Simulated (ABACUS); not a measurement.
Se under changes of volume

One of the cells (27.261 Å³/atom); the others are scaled copies at fixed shape and fractional positions:

```xyz
3
Lattice="4.3662 0.0000 0.0000 -2.1831 3.7812 0.0000 0.0000 0.0000 4.9536" Properties=species:S:1:pos:R:3 pbc="T T T"
Se    1.6910    2.9289    0.0000
Se   -0.4921    0.8523    3.3024
Se    0.9841    0.0000    1.6512
```

```yaml
Program: ABACUS 3.10.1
Functional: PBE
Potentials_or_basis: PseudoDojo NC SR 0.4.1 PBE standard
Cutoff: 1184 eV
Density_cutoff: 4735 eV
Basis: plane waves
k_mesh: 7 × 7 × 6
Occupations: fermi-dirac, width 0.05 eV
Spin: no spin polarisation
```

| volume (Å³/atom) | energy over the lowest point (meV/atom) | pressure (GPa) | gap on the mesh (eV) | largest force (eV/Å) |
| --- | --- | --- | --- | --- |
| 25.625 | ? | ? | ? | ? |
| 26.170 | 39.78 | 5.6 | 1.16 | 0.871 |
| 26.716 | 23.36 | 4.1 | 1.18 | 0.637 |
| 27.261 | 11.61 | 2.8 | 1.20 | 0.419 |
| 27.806 | 4.07 | 1.6 | 1.19 | 0.217 |
| 28.351 | 0.33 | 0.6 | 1.17 | 0.027 |
| 28.896 | 0.00 | -0.4 | 1.15 | 0.149 |

Question: What does the run at 25.625 Å³/atom give?

Answer: Energy over the lowest point 61.38 meV/atom; pressure 7.2 GPa; gap on the mesh 1.14 eV; largest force 1.122 eV/Å.

Worked out: A Birch-Murnaghan fit of order 3 (a polynomial in V^(-2/3)) to the other rows has its minimum at 28.67 Å³/atom with B0 = V·E''(V) = 50 GPa and B' = 4.3 at fixed shape and positions, which overstates the stiffness. It gives 61.34 meV/atom at 25.625 Å³/atom, against the run's 61.38, and -dE/dV = 7.2 GPa, against 7.2. A parabola through the other rows of the gap, of slope 2.2 eV per unit of ln V there, extrapolates to 1.12 eV, against the run's 1.14.

Energies are extrapolated to zero smearing.

Caveats: an odd mesh through Γ misses points on the zone boundary, where band edges often lie; forces of over 1 eV/Å show positions far from the minimum, so gaps and moduli don't describe the material at rest (some runs). Spin-orbit coupling on Se is left out.
